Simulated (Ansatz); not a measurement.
## Ionic part of the dielectric constant of CsBr at 12 GPa, mode by mode

Method: Ansatz, DFT PBEsol, scalar-relativistic, plane waves, PAW. Cutoff 420 eV, 6×6×6 k-points (Γ-centred), fixed occupations. No spin polarisation. Phonons by linear response, acoustic sum rule imposed.

The structure is cubic, space group Pm-3m (No. 221). The conventional cell has a = 3.807 Å, b = 3.807 Å, c = 3.807 Å, α = 90.00°, β = 90.00°, γ = 90.00°. Cs (site symmetry m-3m) has 8 Br at 3.30 Å as nearest neighbours. Br (site symmetry m-3m) has 8 Cs at 3.30 Å as nearest neighbours.

Spin–orbit coupling is left out, which matters for heavy elements.

The primitive cell has V = 55.19 Å³ and ε∞,yy = 4.126. Each polar mode adds Δε = (4.92064×10⁷/V)·S/ν² along y, with S its oscillator strength in e²/amu, ν in cm⁻¹ and V in Å³.

Task: From these modes, find each Δε and ε0,yy.
```
ν (cm⁻¹) S_yy (e²/amu)
   145.3        0.03835
```

Result:
| ν (cm⁻¹) | Δε |
| --- | --- |
| 145.3 | 1.62 |

The sum is 1.619, so ε0,yy = 5.74; the run's tensor has 5.75.

Task: Where do the longitudinal modes lie for a wave vector along y?

Result: At 171 cm⁻¹. The Lyddane–Sachs–Teller product Π(ν_LO/ν_TO)² = 1.39 matches ε0/ε∞ = 1.39.

Cost: 1 run of about 0.16 core-minutes, on Intel Xeon 6975P-C (Granite Rapids) (shared hosts).